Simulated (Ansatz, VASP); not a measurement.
One calculation of Ta, two programs

```
Ta
1.0
     2.72332    0.00000    0.00000
     0.00000    2.72332    0.00000
     0.00000    0.00000    2.72332
Ta
1
Direct
  0.00000 0.00000 0.00000
```

Change from the starting cell: volume scaled by 0.98.

Alike in both runs: task single point; functional PBE; k mesh 13 × 13 × 13; occupations fermi-dirac, width 0.03 eV; no spin polarisation.

|  | VASP | Ansatz |
| --- | --- | --- |
| version | VASP 6.6.1 | Ansatz 0.2.0 |
| potentials or method | VASP PAW PBE potentials, release 64 (Ta_pv), cutoff 520 eV | all-electron LAPW, scalar-relativistic |

Ansatz gave:

```
pressure (GPa) : 2.9
```

Which values does VASP return?

Pressure (GPa): 3.1.

Ansatz ran all-electron here, so the differences hold the error of VASP's frozen core and of both bases.

Spin-orbit coupling is left out, which matters for the levels of Ta.
